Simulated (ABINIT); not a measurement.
The system is W.

```
W
1.0
     0.00000    2.03000    2.03000
     2.03000    0.00000    2.03000
     2.03000    2.03000    0.00000
W
1
Cartesian
  0.0000 0.0000 0.0000
```

This isn't the form of W at room conditions, which is bcc.

| Item | Value |
| --- | --- |
| Program | ABINIT 10.8.3 (patched build) |
| Task | single point |
| Functional | PBE |
| Potentials or basis | JTH PAW PBE v2.0 |
| Cutoff | 408 eV |
| k mesh | 11 × 11 × 11 |
| Occupations | fermi-dirac, width 0.05 eV |
| Spin | no spin polarisation |

On this cell: band gap on the k mesh none (metal or under the smearing width).

The same run follows on a disturbed copy (cell strained at random at fixed volume):

```xyz
1
Lattice="0.0119 2.0082 2.0319 2.0297 0.0111 2.0327 2.0541 2.0335 -0.0134" Properties=species:S:1:pos:R:3 pbc="T T T"
W     0.0111    0.0150   -0.0317
```

**Question.** What changes?

**Answer.** The energy (extrapolated to zero smearing) moves by -4.4 meV/atom; band gap on the k mesh none (metal or under the smearing width).

The energy falls, though the first cell shows no forces: that form is unstable against this distortion, unless noise or another electronic state is at work.
